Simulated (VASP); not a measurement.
# From one sheet to two: 2H-MoS2 monolayer, part 4 of 5

What are the lattice, gap and band positions of 2H-MoS2 monolayer, and what does a second sheet change?

VASP 6.6.1, plane waves and PAW; the level of theory is named at each step.

So far, gap on the k-mesh (eV): step 2 (relaxing the monolayer) 1.79; step 8 (a rigid stacking) 1.22.

## 11. A rigid stacking

Level of this step: PBE with D3(BJ), no spin polarisation; plane waves and PAW (Mo, S) (VASP).

The input, INCAR:

```
SYSTEM = MoS2
PREC = Normal
ENCUT = 350
EDIFF = 1E-05
NELM = 120
ISMEAR = 0
SIGMA = 0.03
LREAL = .FALSE.
ALGO = Fast
GGA = PE
IVDW = 12
NBANDS = 24
LASPH = .TRUE.
LORBIT = 11
LWAVE = .FALSE.
LCHARG = .FALSE.
KPAR = 4
IDIPOL = 3
LDIPOL = .TRUE.
DIPOL = 0.5 0.5 0.5
```

The input, POSCAR:

```
MoS2
1.0
    3.1510679983      0.0000000000      0.0000000000
   -1.5755339991      2.7289049355      0.0000000000
    0.0000000000      0.0000000000     26.3792137672
Mo S
2 4
Direct
    0.3333333300      0.6666666700      0.3817325100
    0.0000000000      1.0000000000      0.6182674900
    0.6666666700      0.3333333300      0.3222234000
    0.6666666700      0.3333333300      0.4412416100
    0.6666666700      0.3333333300      0.5587583900
    0.6666666700      0.3333333300      0.6777766000
```

The input, KPOINTS:

```
Automatic mesh
0
Gamma
12 12 1
0 0 0
```

Potentials, in the order of the species: Mo and S (PBE family, release 64).

The run is started by

```sh
$ mpirun -np 4 vasp_std
```

Log:

```text
[... set-up lines as in an earlier step ...]
 entering main loop
       N       E                     dE             d eps       ncg     rms          rms(c)
DAV:   1     0.217543744876E+03    0.21754E+03   -0.11590E+04   912   0.877E+02
DAV:   2    -0.242026234233E+02   -0.24175E+03   -0.23496E+03  1360   0.216E+02
DAV:   3    -0.458398112919E+02   -0.21637E+02   -0.21431E+02  1184   0.744E+01
DAV:   4    -0.464669424965E+02   -0.62713E+00   -0.62570E+00  1344   0.139E+01
[...]
RMM:  15    -0.434115397453E+02   -0.26698E-04   -0.65546E-05  1053   0.392E-02    0.155E-02
RMM:  16    -0.434117074981E+02   -0.16775E-03   -0.19675E-04  1187   0.549E-02    0.309E-02
RMM:  17    -0.434117126225E+02   -0.51244E-05   -0.20089E-05   742   0.259E-02
   1 F= -.45627088E+02 E0= -.45627088E+02  d E =-.200656E-14
```

The job ended after 7.6 s (4 MPI ranks of Intel Xeon 6975P-C (Granite Rapids), shared host; peak memory 0.77 GiB).

Parts of OUTCAR (step 11):

```text
 Edisp (eV)   -2.21538

  Total      -0.19074    -0.19074     0.81565    -0.00000     0.00000    -0.00000
  in kB      -1.34725    -1.34725     5.76109    -0.00000     0.00000    -0.00000
  external pressure =        1.02 kB  Pullay stress =        0.00 kB

 POSITION                                       TOTAL-FORCE (eV/Angst)
 -----------------------------------------------------------------------------------
     -0.00000      1.81927     10.06980         0.000000      0.000000     -0.010127
      0.00000      0.00000     16.30941         0.000000     -0.000000      0.010127
      1.57553      0.90963      8.50000         0.000000     -0.000000      0.014428
      1.57553      0.90963     11.63961         0.000000     -0.000000     -0.331672
      1.57553      0.90963     14.73961        -0.000000      0.000000      0.331672
      1.57553      0.90963     17.87921        -0.000000     -0.000000     -0.014428
 -----------------------------------------------------------------------------------
    total drift:                               -0.000045      0.000025     -0.000121

  FREE ENERGIE OF THE ION-ELECTRON SYSTEM (eV)
  ---------------------------------------------------
  free  energy   TOTEN  =       -45.6270878494 eV

  energy  without entropy=      -45.6270878494  energy(sigma->0) =      -45.62708785

[... 2 parts as in an earlier step ...]

[... 1 further part left out ...]
[key lines of the parts left out:]
E-fermi :  -0.0661
```

Energy at zero smearing: -45.62709 eV.

## 12. A rigid stacking

INCAR is that of step 11.

The input, POSCAR:

```
MoS2
1.0
    3.1510679983      0.0000000000      0.0000000000
   -1.5755339991      2.7289049355      0.0000000000
    0.0000000000      0.0000000000     26.3792137672
Mo S
2 4
Direct
    0.3333333300      0.6666666700      0.3817325100
    0.3333333300      0.6666666700      0.6182674900
    0.6666666700      0.3333333300      0.3222234000
    0.6666666700      0.3333333300      0.4412416100
    1.0000000000      0.0000000000      0.5587583900
    1.0000000000      0.0000000000      0.6777766000
```

KPOINTS is that of step 11.

The run is started by

```sh
$ mpirun -np 4 vasp_std
```

Log:

```text
[... set-up lines as in an earlier step ...]
 entering main loop
       N       E                     dE             d eps       ncg     rms          rms(c)
DAV:   1     0.217481266563E+03    0.21748E+03   -0.11591E+04   912   0.877E+02
DAV:   2    -0.249078897532E+02   -0.24239E+03   -0.23636E+03  1392   0.216E+02
DAV:   3    -0.459733918516E+02   -0.21066E+02   -0.20862E+02  1176   0.734E+01
DAV:   4    -0.465690326224E+02   -0.59564E+00   -0.59350E+00  1320   0.137E+01
[...]
RMM:  15    -0.435262682221E+02   -0.74482E-04   -0.14737E-04  1078   0.556E-02    0.209E-02
RMM:  16    -0.435263895725E+02   -0.12135E-03   -0.69279E-05  1028   0.339E-02    0.191E-02
RMM:  17    -0.435263982626E+02   -0.86902E-05   -0.10811E-05   735   0.176E-02
   1 F= -.45744141E+02 E0= -.45744141E+02  d E =-.148043E-11
```

It took 7.8 s on 4 MPI ranks; peak memory 0.76 GiB; 26 s of CPU time.

From OUTCAR (step 12):

```text
 Edisp (eV)   -2.21774

  Total      -0.13155    -0.13155    -0.55959    -0.00000     0.00000     0.00000
  in kB      -0.92915    -0.92915    -3.95251    -0.00000     0.00000     0.00000
  external pressure =       -1.94 kB  Pullay stress =        0.00 kB

 POSITION                                       TOTAL-FORCE (eV/Angst)
 -----------------------------------------------------------------------------------
     -0.00000      1.81927     10.06980         0.000000      0.000000      0.062351
     -0.00000      1.81927     16.30941        -0.000000     -0.000000     -0.062351
      1.57553      0.90963      8.50000        -0.000000      0.000000      0.012883
      1.57553      0.90963     11.63961         0.000000     -0.000000     -0.023643
      0.00000      0.00000     14.73961        -0.000000      0.000000      0.023643
      0.00000      0.00000     17.87921         0.000000     -0.000000     -0.012883
 -----------------------------------------------------------------------------------
    total drift:                               -0.000023      0.000013      0.000418

  FREE ENERGIE OF THE ION-ELECTRON SYSTEM (eV)
  ---------------------------------------------------
  free  energy   TOTEN  =       -45.7441405401 eV

  energy  without entropy=      -45.7441405401  energy(sigma->0) =      -45.74414054

[... 2 parts as in an earlier step ...]

[... 1 further part left out ...]
[key lines of the parts left out:]
E-fermi :  -0.2081
```

Energy at zero smearing: -45.74414 eV.

## 13. Relaxing the bilayer

The lowest stacking relaxes at the monolayer's lattice.

Changes to INCAR since step 12:

```diff
@@ -3,3 +3,3 @@
 ENCUT = 350
-EDIFF = 1E-05
+EDIFF = 1E-06
 NELM = 120
@@ -17,2 +17,8 @@
 KPAR = 4
+IBRION = 2
+NSW = 50
+ISIF = 2
+EDIFFG = -0.015
+POTIM = 0.4
+MAXMIX = 40
 IDIPOL = 3
```

The input, POSCAR:

```
MoS2
1.0
    3.1510679983      0.0000000000      0.0000000000
   -1.5755339991      2.7289049355      0.0000000000
    0.0000000000      0.0000000000     26.3792137672
Mo S
2 4
Direct
    0.3333333300      0.6666666700      0.3817325100
    0.6666666700      0.3333333300      0.6182674900
    0.6666666700      0.3333333300      0.3222234000
    0.6666666700      0.3333333300      0.4412416100
    0.3333333300      0.6666666700      0.5587583900
    0.3333333300      0.6666666700      0.6777766000
```

KPOINTS is that of step 12.

The run is started by

```sh
$ mpirun -np 4 vasp_std
```

Log:

```text
[... set-up lines as in an earlier step ...]
 entering main loop
       N       E                     dE             d eps       ncg     rms          rms(c)
[... 5 cycles as in an earlier step ...]
RMM:   6    -0.441603810617E+02    0.24437E+01   -0.14847E+01   950   0.158E+01    0.120E+01
RMM:   7    -0.436536413635E+02    0.50674E+00   -0.32701E+00   918   0.909E+00    0.937E+00
RMM:   8    -0.435486758042E+02    0.10497E+00   -0.13870E+00   915   0.614E+00    0.216E+00
RMM:   9    -0.435430605764E+02    0.56152E-02   -0.23223E-01   943   0.294E+00    0.103E+00
RMM:  10    -0.435429199072E+02    0.14067E-03   -0.57309E-02  1048   0.106E+00    0.475E-01
RMM:  11    -0.435414814347E+02    0.14385E-02   -0.10192E-02   954   0.516E-01    0.242E-01
RMM:  12    -0.435415677440E+02   -0.86309E-04   -0.24999E-03  1024   0.238E-01    0.102E-01
RMM:  13    -0.435416954576E+02   -0.12771E-03   -0.46311E-04  1076   0.107E-01    0.484E-02
RMM:  14    -0.435417635291E+02   -0.68072E-04   -0.20763E-04   948   0.654E-02    0.225E-02
RMM:  15    -0.435417989718E+02   -0.35443E-04   -0.10907E-04   924   0.515E-02    0.154E-02
RMM:  16    -0.435419731831E+02   -0.17421E-03   -0.23353E-04   935   0.613E-02    0.396E-02
RMM:  17    -0.435419624107E+02    0.10772E-04   -0.28560E-05   913   0.351E-02    0.209E-02
RMM:  18    -0.435419703222E+02   -0.79115E-05   -0.11080E-05   920   0.150E-02    0.110E-02
RMM:  19    -0.435419765161E+02   -0.61939E-05   -0.58267E-06   840   0.103E-02    0.697E-03
RMM:  20    -0.435419910050E+02   -0.14489E-04   -0.19354E-05   987   0.184E-02    0.564E-03
RMM:  21    -0.435419929222E+02   -0.19172E-05   -0.12866E-06   570   0.738E-03    0.434E-03
RMM:  22    -0.435419986928E+02   -0.57706E-05   -0.15517E-06   582   0.557E-03    0.121E-03
RMM:  23    -0.435420025031E+02   -0.38103E-05   -0.25683E-07   509   0.284E-03    0.102E-03
RMM:  24    -0.435420052610E+02   -0.27579E-05   -0.12678E-07   373   0.153E-03    0.799E-04
RMM:  25    -0.435420066480E+02   -0.13870E-05   -0.10926E-07   380   0.151E-03    0.505E-04
RMM:  26    -0.435420071419E+02   -0.49395E-06   -0.35370E-08   258   0.118E-03
   1 F= -.45759489E+02 E0= -.45759489E+02  d E =-.457595E+02
 curvature:   0.00 expect dE= 0.000E+00 dE for cont linesearch  0.000E+00
 trial: gam= 0.00000 g(F)=  0.160E-03 g(S)=  0.000E+00 ort = 0.000E+00 (trialstep = 0.100E+01)
 search vector abs. value=  0.160E-03
 bond charge predicted
       N       E                     dE             d eps       ncg     rms          rms(c)
DAV:   1    -0.435417432086E+02    0.26344E-03   -0.13135E-02  1200   0.568E-01    0.315E-02
RMM:   2    -0.435419242093E+02   -0.18100E-03   -0.11160E-03   912   0.163E-01    0.111E-01
RMM:   3    -0.435417251323E+02    0.19908E-03   -0.78128E-04   912   0.158E-01    0.155E-02
RMM:   4    -0.435417497109E+02   -0.24579E-04   -0.75573E-05   916   0.534E-02    0.110E-02
RMM:   5    -0.435417577625E+02   -0.80516E-05   -0.55782E-05   929   0.354E-02    0.122E-02
RMM:   6    -0.435417571338E+02    0.62873E-06   -0.80065E-06   869   0.184E-02
   2 F= -.45759637E+02 E0= -.45759637E+02  d E =-.148913E-03
[... from here on, the cycles between the ionic steps are left out ...]
   3 F= -.45759915E+02 E0= -.45759915E+02  d E =-.426843E-03
   4 F= -.45759765E+02 E0= -.45759765E+02  d E =-.276593E-03
   5 F= -.45759971E+02 E0= -.45759971E+02  d E =-.481960E-03
   6 F= -.45760002E+02 E0= -.45760002E+02  d E =-.319547E-04
   7 F= -.45760093E+02 E0= -.45760093E+02  d E =-.122961E-03
   8 F= -.45760276E+02 E0= -.45760276E+02  d E =-.305066E-03
   9 F= -.45760633E+02 E0= -.45760633E+02  d E =-.662787E-03
  10 F= -.45761321E+02 E0= -.45761321E+02  d E =-.135075E-02
  11 F= -.45762565E+02 E0= -.45762565E+02  d E =-.259472E-02
  12 F= -.45764535E+02 E0= -.45764535E+02  d E =-.456433E-02
  13 F= -.45766288E+02 E0= -.45766288E+02  d E =-.631737E-02
  14 F= -.45766292E+02 E0= -.45766292E+02  d E =-.632188E-02
  15 F= -.45766306E+02 E0= -.45766306E+02  d E =-.633559E-02
  16 F= -.45766315E+02 E0= -.45766315E+02  d E =-.634400E-02
  17 F= -.45766303E+02 E0= -.45766303E+02  d E =0.110760E-04
 trial-energy change:    0.000011  1 .order    0.000010   -0.000288    0.000308
 step:   0.8083(harm=  0.8083)  dis= 0.00166  next Energy=   -45.766384 (dE=-0.697E-04)
 bond charge predicted
       N       E                     dE             d eps       ncg     rms          rms(c)
DAV:   1    -0.435123526403E+02    0.54514E-03   -0.22091E-02   928   0.739E-01    0.711E-02
RMM:   2    -0.435123697788E+02   -0.17138E-04   -0.30885E-04   912   0.115E-01    0.247E-02
RMM:   3    -0.435123848639E+02   -0.15085E-04   -0.15830E-04   928   0.594E-02    0.447E-02
RMM:   4    -0.435123786370E+02    0.62269E-05   -0.37191E-05   912   0.323E-02    0.972E-03
RMM:   5    -0.435123800632E+02   -0.14262E-05   -0.97666E-06   890   0.151E-02    0.865E-03
RMM:   6    -0.435123800731E+02   -0.98880E-08   -0.11152E-06   560   0.655E-03
  18 F= -.45766382E+02 E0= -.45766382E+02  d E =-.675236E-04
 curvature:  -0.85 expect dE=-0.224E-04 dE for cont linesearch -0.236E-07
 trial: gam= 0.11547 g(F)=  0.265E-04 g(S)=  0.000E+00 ort = 0.317E-05 (trialstep = 0.150E+01)
 search vector abs. value=  0.320E-04
 reached required accuracy - stopping structural energy minimisation
```

Run time: 69 s. Hardware: 4 MPI ranks; peak memory 0.8 GiB; 4 min of CPU time.

OUTCAR, selected parts (step 13):

```text
   NELECT =      36.0000    total number of electrons

 Edisp (eV)   -2.25341

 E-fermi :  -0.0605

 k-point     1 :       0.0000    0.0000    0.0000
  band No.  band energies     occupation
    ...
     14      -2.1143      2.00000
     15      -2.1143      2.00000
     16      -1.9619      2.00000
     17      -0.9785      2.00000
     18      -0.2213      2.00000
     19       2.1508      0.00000
     20       2.1508      0.00000
     21       2.1790      0.00000
     22       2.1790      0.00000
     23       2.3390      0.00000
    ...

 Edisp (eV)   -2.25400

  Total      -0.14467    -0.14467    -0.09678    -0.00000     0.00000     0.00000
  in kB      -1.02183    -1.02183    -0.68356    -0.00000     0.00000     0.00000
  external pressure =       -0.91 kB  Pullay stress =        0.00 kB

 POSITION                                       TOTAL-FORCE (eV/Angst)
 -----------------------------------------------------------------------------------
     -0.00000      1.81927     10.15751         0.000000      0.000000      0.011060
      1.57553      0.90963     16.22171        -0.000000     -0.000000     -0.011060
      1.57553      0.90963      8.58947        -0.000000      0.000000     -0.013915
      1.57553      0.90963     11.72480         0.000000      0.000000      0.005205
     -0.00000      1.81927     14.65441        -0.000000     -0.000000     -0.005205
     -0.00000      1.81927     17.78975         0.000000     -0.000000      0.013915
 -----------------------------------------------------------------------------------
    total drift:                                0.000000     -0.000000     -0.000000

  FREE ENERGIE OF THE ION-ELECTRON SYSTEM (eV)
  ---------------------------------------------------
  free  energy   TOTEN  =       -45.7663820388 eV

  energy  without entropy=      -45.7663820388  energy(sigma->0) =      -45.76638204

 vacuum level on the upper side and lower side of the slab         5.116         5.116

[... 9 parts as in an earlier step ...]

[... 10 further parts left out ...]
```

Step by step:

```tsv
step	energy less that of the first step (eV)	largest force (eV/Å)
1	0.0000	0.0361
2	-0.0001	0.0321
3	-0.0004	0.0585
4	-0.0003	0.1633
5	-0.0005	0.0831
6	-0.0005	0.0829
7	-0.0006	0.0819
8	-0.0008	0.0819
9	-0.0011	0.0798
10	-0.0018	0.0778
11	-0.0031	0.0720
12	-0.0050	0.0649
13	-0.0068	0.0431
14	-0.0068	0.0362
15	-0.0068	0.0363
16	-0.0068	0.0385
17	-0.0068	0.0508
18	-0.0069	0.0139
```

The atoms that moved most (Å):

```tsv
atom	dx	dy	dz	length
S3	0.000	0.000	0.089	0.089
S6	0.000	0.000	-0.089	0.089
Mo2	0.000	0.000	-0.088	0.088
Mo1	0.000	0.000	0.088	0.088
S5	0.000	0.000	-0.085	0.085
S4	0.000	0.000	0.085	0.085
```

The relaxed structure:

```xyz
6
Lattice="3.1511 0.0000 0.0000 -1.5755 2.7289 0.0000 0.0000 0.0000 26.3792" Properties=species:S:1:pos:R:3
Mo    0.0000    1.8193   10.1575
Mo    1.5755    0.9096   16.2217
S     1.5755    0.9096    8.5895
S     1.5755    0.9096   11.7248
S     0.0000    1.8193   14.6544
S     0.0000    1.8193   17.7897
```

This step gave:

- electronic cycles: 158
- free energy (TOTEN): -45.77 eV
- Fermi energy: -0.0605 eV
- dipole moment: 0, 0, 0 e·Å
- gap on the k-mesh: 1.235 eV
- least direct gap on the k-mesh: 1.741 eV

The run ended after 18 ionic steps, 0.007 eV below its first step, once the forces on the free atoms met EDIFFG = -0.015.

(Part 4 of 5 ends here.)

[Lines on the potential files, build, host, timing and source positions are cut from VASP's logs without a mark.]

[Logs are printed without paths, hosts, clocks, repeated set-up lines and the standing remarks that a program may print on its own settings, such as how far it seeks lower states.]

[Hosts, paths, dates, database ids (printed as entryN), source tags and the programs' standing remarks are cut or masked in the printed files.]

[Runs that stopped without an error message from VASP are left out.]
